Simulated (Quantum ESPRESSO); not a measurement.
# Li under changes of volume

One of the cells (21.609 Å³/atom); the others are scaled copies at fixed shape and fractional positions:

```
CELL_PARAMETERS angstrom
-1.75465 1.75465 1.75465
1.75465 -1.75465 1.75465
1.75465 1.75465 -1.75465
ATOMIC_POSITIONS crystal
Li 0.00000 0.00000 0.00000
```

```yaml
Program: Quantum ESPRESSO 7.5
Functional: LDA
Potentials_or_basis: GBRV 1.5 LDA
Cutoff: 612 eV
Density_cutoff: 4898 eV
k_mesh: 11 × 11 × 11
Occupations: fermi-dirac, width 0.05 eV
Spin: no spin polarisation
```

```tsv
volume (Å³/atom)	energy over the lowest point (meV/atom)	pressure (GPa)
20.312	0.00	-0.9
20.744	2.78	-1.2
21.177	6.21	-1.4
21.609	10.21	-1.6
22.041	14.72	-1.8
22.473	19.70	-1.9
22.905	?	?
```

**Question.** What does the run at 22.905 Å³/atom give?

**Answer.** Energy over the lowest point 25.07 meV/atom; pressure -2.1 GPa.

Worked out: A Birch-Murnaghan fit of order 3 (a polynomial in V^(-2/3)) to the other rows has no minimum within the range. It gives 25.09 meV/atom at 22.905 Å³/atom, against the run's 25.07, and -dE/dV = -2.1 GPa, against -2.1.

Energies are extrapolated to zero smearing.
